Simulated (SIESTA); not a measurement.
Crystal: Te2Pt (Moncheite).

```xyz
3
Lattice="4.0100 0.0000 0.0000 -2.0050 3.4728 0.0000 0.0000 0.0000 5.2010" Properties=species:S:1:pos:R:3 pbc="T T T"
Pt    0.0000    0.0000    0.0000
Te    2.0050    1.1576    3.9007
Te    0.0000    2.3152    1.3002
```

Base run:

| Quantity | Value |
| --- | --- |
| Program | SIESTA 5.4.2 |
| Functional | WC |
| Potentials or basis | PseudoDojo 0.4 standard (PBEsol files) |
| Basis | DZP (energy shift 0.003 Ry; two zetas on semicore shells) |
| Grid cutoff | 800 Ry |
| Energy shift | 0.003 Ry |
| k mesh | 8 × 8 × 5 |
| Occupations | fermi-dirac, width 0.05 eV |
| Spin | no spin polarisation |

Its results: band gap on the k mesh none (metal or under the smearing width); pressure 7.8 GPa; largest force 1.408 eV/Å.

Question: The run is repeated on the same cell with these changes: functional from WC to LDA; potentials or basis from PseudoDojo 0.4 standard (PBEsol files) to PseudoDojo 0.4 standard (LDA files). What comes out?

Answer: Band gap on the k mesh none (metal or under the smearing width); pressure 5.0 GPa; largest force 1.169 eV/Å.

Caveats: short orbitals over semicore shells can move pressures by several GPa; spin-orbit coupling is left out, which moves the levels of the heavy elements; the basis of atomic orbitals isn't converged, which shifts pressures, moduli and gaps; the potentials were made for another functional, which shifts forces and pressure (some runs); forces of over 1 eV/Å show positions far from the minimum, so gaps and moduli don't describe the material at rest (some runs).
